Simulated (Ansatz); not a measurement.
Where the default PAW files enter, the runs use the earlier of Ansatz's two default sets.

# Evanescent states of GeO2 (P4_2/mnm, rutile, 6 atoms a cell, 9.3 Å³ an atom) along the normal of (111)

Computed with r2SCAN (plane waves, PAW; Ansatz, a first-principles code).

The gap is the functional's own, uncorrected, and κ follows it; spin-orbit coupling is left out. Mid-gap means the computed energy nearest the middle.

Energies count from the valence-band top; κ is the least over a 6×6 mesh across the current.

```json
[
 {"E (eV)": "0.07", "κ (1/Å)": "0.150", "where": "Γ"},
 {"E (eV)": "0.20", "κ (1/Å)": "0.244", "where": "Γ"},
 {"E (eV)": "0.33", "κ (1/Å)": "0.247", "where": "Γ"},
 {"E (eV)": "0.46", "κ (1/Å)": "0.248", "where": "Γ"},
 {"E (eV)": "0.58", "κ (1/Å)": "0.248", "where": "Γ"},
 {"E (eV)": "0.71", "κ (1/Å)": "0.246", "where": "Γ"},
 {"E (eV)": "0.84", "κ (1/Å)": "0.244", "where": "Γ"},
 {"E (eV)": "0.97", "κ (1/Å)": "0.240", "where": "Γ"},
 {"E (eV)": "1.10", "κ (1/Å)": "0.235", "where": "Γ"},
 {"E (eV)": "1.24", "κ (1/Å)": "0.229", "where": "Γ"},
 {"E (eV)": "1.36", "κ (1/Å)": "0.222", "where": "Γ"},
 {"E (eV)": "1.50", "κ (1/Å)": "0.213", "where": "Γ"},
 {"E (eV)": "1.62", "κ (1/Å)": "0.202", "where": "Γ"},
 {"E (eV)": "1.75", "κ (1/Å)": "0.190", "where": "Γ"},
 {"E (eV)": "1.89", "κ (1/Å)": "0.174", "where": "Γ"},
 {"E (eV)": "2.02", "κ (1/Å)": "0.156", "where": "Γ"},
 {"E (eV)": "2.15", "κ (1/Å)": "0.133", "where": "Γ"},
 {"E (eV)": "2.27", "κ (1/Å)": "0.102", "where": "Γ"},
 {"E (eV)": "2.40", "κ (1/Å)": "0.050", "where": "Γ"}
]
```

How thick must the barrier be to attenuate the transmission by 10^4 when the electrodes' Fermi level lies at 0.58 eV, and what attenuation does that film give at 1.75 eV?

d = 4 ln 10 / (2 × 0.248) = 18.6 Å. At 1.75 eV it gives 4 × 0.190/0.248 = 3.1 decades.
